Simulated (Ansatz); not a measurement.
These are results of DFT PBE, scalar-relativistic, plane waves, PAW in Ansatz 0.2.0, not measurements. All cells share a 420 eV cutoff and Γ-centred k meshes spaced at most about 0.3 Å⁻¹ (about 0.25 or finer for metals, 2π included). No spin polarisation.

Temperature and zero-point effects are left out.

Question: Which of these relaxed structures of Si4O is the lowest in energy?
A.

```
CELL_PARAMETERS angstrom
2.68475 0.00000 0.00000
0.00000 5.58042 0.00000
0.00000 0.00000 6.08410
ATOMIC_POSITIONS crystal
Si 0.50000 0.00000 0.74875
Si 0.50000 0.00000 0.25124
Si 0.00000 0.27996 0.50000
Si 0.00000 0.72004 0.50000
O 0.00000 0.00000 0.00000
```

B.

```
CELL_PARAMETERS angstrom
4.17510 0.00000 0.00000
0.00000 4.17510 0.00000
0.00000 0.00000 4.17510
ATOMIC_POSITIONS crystal
Si 0.00000 0.00000 0.00000
Si 0.50000 0.50000 0.00000
Si 0.50000 0.00000 0.50000
Si 0.00000 0.50000 0.50000
O 0.50000 0.50000 0.50000
```

Answer: A. The other, B, lies 277 meV/atom higher. Forms: A Pmmm; B Pm-3m. Counting Si atoms around O (those within 1.25 times the shortest such distance or 1.15 times the sum of covalent radii, 1.27 where that leaves under three): A has O 4; B has O 6. A holds Si–Si nets (shortest 2.46 Å); in B the shortest Si–Si distance is 2.95 Å. Both come from invented guesses. The lowest form computed isn't among them: it has space group I4/mmm (No. 139), 15.1 Å³/atom and lies 59 meV/atom below the best shown. Even the lowest of the cells shown lies +0.09 eV/atom against the elements.

Cells relaxed within their symmetry can be saddle points. Some candidate types were left out of the draw beforehand, so a known form may be missing.
